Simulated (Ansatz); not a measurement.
# Effect of uniaxial strain ε_zz = −0.41 % on InCuS2

Take InCuS₂ in the chalcopyrite structure (space group I-42d, No. 122; a = 5.577 Å, c = 11.234 Å) as the base. Axes: x, y, z lie along a, b, c of the conventional cell.

It is then changed as follows: uniaxial strain ε_zz = −0.41 %, all other strain components held at zero; the atoms relax in the strained cell.

All numbers come from PBE in Ansatz (plane waves to 420 eV, PAW, no spin-orbit coupling). Settings: 8×8×8 k-points, 0.05 eV Fermi–Dirac smearing.

The volume per atom decreases by 0.09 Å³ (21.84 Å³ → 21.75 Å³) and the space group remains I-42d (No. 122). The energy hardly moves and the pressure (mean of the normal stresses, compression positive) goes from zero to 0.3 GPa. The band gap stays zero and the stress (xx, yy, zz, yz, xz, xy; compression positive) amounts to (0.2, 0.2, 0.4, 0.0, 0.0, 0.0) GPa (rough).

Final structure:

```
InCuS2
1.0
   -2.78850     2.78850     5.59416
    2.78850    -2.78850     5.59416
    2.78850     2.78850    -5.59416
Cu In S
2 2 4
Direct
  0.75000   0.25000   0.50000
  0.00000   0.00000   0.00000
  0.25000   0.75000   0.50000
  0.50000   0.50000   0.00000
  0.09497   0.12500   0.46997
  0.65503   0.62500   0.53003
  0.37500   0.90503   0.03003
  0.87500   0.34497   0.96997
```

Without a gap, meshes like the base's 8×8×8 leave anisotropic stresses uncertain by several tenths of a GPa, and small strain energies with them. Stability against distortions was not tested. The final runs are not spin-polarised. Gaps under 0.05 eV, about the width of the smearing, are given as zero. The zero or small gap of InCuS2 can change with the level of theory.

Ansatz is an electronic-structure program.
